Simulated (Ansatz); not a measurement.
# CaSe: a single-point run

Aim: a sound single-point run of CaSe. The structure is shown as the input types it. The cell is built on a prototype (zincblende) and needn't be the phase found in nature.

Method: density functional or hybrid calculation with the settings of its input, plane waves (as first typed), in Ansatz 0.2.0.

3 further runs of the same task are left out: 1 for a known fault of the program, 2 that didn't finish.

### 1 The structure to begin with

Symmetry: F-43m, No. 216, cubic system. The conventional cell has a = 6.559 Å, b = 6.559 Å, c = 6.559 Å, α = 90.00°, β = 90.00°, γ = 90.00°. Ca (site symmetry -43m) has 4 Se at 2.84 Å as nearest neighbours. Around Se (site symmetry -43m) lie 4 Ca at 2.84 Å.

Coordinates:

```xyz
2
Lattice="0.0000 3.2796 3.2796 3.2796 0.0000 3.2796 3.2796 3.2796 0.0000" Properties=species:S:1:pos:R:3 pbc="T T T"
Ca    0.0000    0.0000    0.0000
Se    1.6398    1.6398    1.6398
```

### 2 The calculation

Input file input.yaml:

```yaml
crystal:
  lattice:
    - [0.0, 3.2795613661, 3.2795613661]
    - [3.2795613661, 0.0, 3.2795613661]
    - [3.2795613661, 3.2795613661, 0.0]
  atoms:
    - { symbol: Ca, position: [0.0, 0.0, 0.0] }
    - { symbol: Se, position: [0.25, 0.25, 0.25] }
kpoints:
  mp_grid: { grid: [4, 4, 4] }
hamiltonian:
  xc: pbe
scf:
  occupations: { method: fixed }
  n_extra_bands: 4
  mixing: { beta: 0.005 }
  max_iter: 61
output:
  forces: true
  stress: true
  eigenvalues: true
```

On the command line:

```sh
> ansatz run input.yaml --threads 4 --pin off --max-ram 3686MiB --backend cpu --events-out ev --progress --plain --runs-dir out
```

**Question.** How will this run end, and is anything wrong with its input?

The program finished normally. That alone doesn't make the input a sound one.

Look at the input: scf.mixing.beta is 0.005. What could go wrong: mixing too weak. Here it converged all the same; such a setting changes the road, not the converged state.

To check: delete scf.mixing.beta (the default then holds).
